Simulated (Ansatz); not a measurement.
# NbN: the cost of one run

Computed with Ansatz 0.2.0 (DFT PBE, scalar-relativistic, plane waves, PAW, unless a step's input says otherwise).

1 further run of the same task is left out (set aside as unsound or not needed).

### 1 The system as given

The structure is cubic, space group Fm-3m (No. 225). The conventional cell has a = 4.423 Å, b = 4.423 Å, c = 4.423 Å, α = 90.00°, β = 90.00°, γ = 90.00°. Nb (site symmetry m-3m) has 6 N at 2.21 Å as nearest neighbours. N (site symmetry m-3m) is surrounded by 6 Nb at 2.21 Å.

Structure file:

```
Nb N
1.0
     0.00000    2.21158    2.21158
     2.21158    0.00000    2.21158
     2.21158    2.21158    0.00000
Nb N
1 1
Direct
  0.50000 0.50000 0.50000
  0.00000 0.00000 0.00000
```

This cell was relaxed beforehand with the same method: volume 10.82 Å³/atom, gap on the mesh none (metal).

### 2 Relaxing at 30 GPa

At a set pressure the run lowers the enthalpy E + PV, so the energy alone may rise along the way.

input.yaml

```yaml
crystal:
  lattice:
    - [0.0, 2.2115825072, 2.2115825072]
    - [2.2115825072, 0.0, 2.2115825072]
    - [2.2115825072, 2.2115825072, 0.0]
  atoms:
    - { symbol: Nb, position: [0.5, 0.5, 0.5] }
    - { symbol: "N", position: [0.0, 0.0, 0.0] }
basis:
  ecutwfc: 420
kpoints:
  mp_grid: { grid: [16, 16, 16] }
hamiltonian:
  xc: pbe
scf:
  occupations: { method: fermi_dirac, width: 0.15 }
output:
  forces: true
  stress: true
  eigenvalues: true
relax:
  adjacent_minimum: "off"
  f_tol: 0.001
  max_steps: 60
  cell: { stress_tol: 0.02, p_target: 30.0 }
```

Launch:

```bash
> ansatz run input.yaml --threads 1 --pin off --max-ram 3072MiB --backend cpu --events-out ev --progress --plain --runs-dir out
```

Q: Estimate wall time and peak memory on 1 thread of AMD EPYC 9R45 (Zen 5), shared host.

About 11 s, with a peak of 0.44 GiB.
